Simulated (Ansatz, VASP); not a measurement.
**BaTe in VASP and in Ansatz**

File INCAR:

```
PREC     = Accurate       # precision mode
ENCUT    = 520            # plane-wave cutoff, eV
EDIFF    = 1E-8           # SCF threshold, eV
ISMEAR   = -1             # smearing method
SIGMA    = 0.05           # smearing width, eV
LREAL    = F              # projectors in reciprocal space
LASPH    = T              # aspherical terms in the spheres
NELM     = 60             # most SCF steps
ALGO     = Normal         # electronic algorithm
ISIF     = 2              # what is computed and relaxed
LWAVE    = F              # write WAVECAR
LCHARG   = F              # write CHGCAR
GGA      = PE             # functional
LEFG     = T            
NBANDS   = 15             # bands
```

File KPOINTS:

```
regular mesh
0
Gamma
  10 10 10
```

The input POSCAR:

```
BaTe
1.0
    0.0000000000      3.3521922222      3.3521922222
    3.3521922222      0.0000000000      3.3521922222
    3.3521922222      3.3521922222      0.0000000000
Ba Te
1 1
Direct
    0.0000000000      0.0000000000      0.0000000000
    0.5000000000      0.5000000000      0.5000000000
```

Input for Ansatz:

```yaml
crystal:
  lattice:
    - [0.0, 3.3521922222, 3.3521922222]
    - [3.3521922222, 0.0, 3.3521922222]
    - [3.3521922222, 3.3521922222, 0.0]
  atoms:
    - { symbol: Ba, position: [0.0, 0.0, 0.0] }
    - { symbol: Te, position: [0.5, 0.5, 0.5] }
kpoints:
  mp_grid: { grid: [10, 10, 10] }
scf:
  occupations: { method: fermi_dirac, width: 0.05 }
hamiltonian:
  xc: pbe
  pseudopotentials: { kind: paw }
output:
  forces: true
  stress: true
  eigenvalues: true
  efg: { contact_densities: true }
```

Change from the starting cell: volume scaled by 0.95, PAW files.

Alike in both runs: task electric field gradients; functional PBE; k mesh 10 × 10 × 10; occupations fermi-dirac, width 0.05 eV; no spin polarisation.

|  | VASP | Ansatz |
| --- | --- | --- |
| version | VASP 6.6.1 | Ansatz 0.2.0 |
| potentials or method | VASP PAW PBE potentials, release 64 (Ba_sv, Te) | PAW with Ansatz's default frozen-core files, scalar-relativistic |
| plane-wave cutoff (eV) | 520 | 420 |
| valence electrons in the cell | 16 | 26 |

```csv
,VASP,Ansatz,Ansatz less VASP
pressure (GPa),6.8,6.3,-0.52
Vzz of the field gradient on the site that differs most (V/Å²),0.0,0.0,0.00
```

The two sets of potentials don't hold the same shells in valence. Ansatz warned: «gradients_without_spin_orbit».

Caveats: spin-orbit coupling is left out, which moves the levels of the heavy elements. A k mesh can miss the band edges.
